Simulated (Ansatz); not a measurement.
V:

```xyz
1
Lattice="-1.3777 1.6412 1.6479 1.5050 -1.4913 1.6253 1.2725 1.3861 -1.4980" Properties=species:S:1:pos:R:3 pbc="T T T"
V     0.0000    0.0000    0.0000
```

The cell isn't the ideal one: cell sheared at random, sigma 0.1, atoms nudged by 0.01 Å.

Alike in all runs: program Ansatz 0.2.0; functional PBE; potentials or basis Ansatz PAW; cutoff 420 eV (not typed: the program's choice for these potentials); k mesh 9 × 10 × 11; occupations fermi-dirac, width 0.05 eV.

Starts and where they ended:

```tsv
start	free energy over the lowest (meV/atom)	net moment (μB)	site or absolute moments (μB)	gap
collinear spin, ferromagnetic start of up to 1.5 μB; fixed moment 1.5	475.7	1.50	V +1.12	-
collinear spin, ferromagnetic start of up to 0.5 μB; fixed moment 0.5	36.1	0.50	V +0.36	-
collinear spin, ferromagnetic start of up to 2 μB; fixed moment 2	829.4	2.00	V +1.50	-
collinear spin, ferromagnetic start of up to 1 μB; fixed moment 1	195.0	1.00	V +0.73	-
collinear spin, ferromagnetic start of up to 3 μB; fixed moment 3	1794.0	3.00	V +2.24	-
collinear spin, program default start; fixed moment 0	0.0	0.00	-	-
collinear spin, ferromagnetic start of up to 2.5 μB; fixed moment 2.5	1262.4	2.50	V +1.88	-
collinear spin, ferromagnetic start of up to 4 μB; fixed moment 4	3252.3	4.00	V +2.88	-
```

All polarised runs hold their moment fixed, so the table maps the energy against it. A still lower state may exist.

Caveats: the total moment is fixed, so each spin has its own Fermi level.
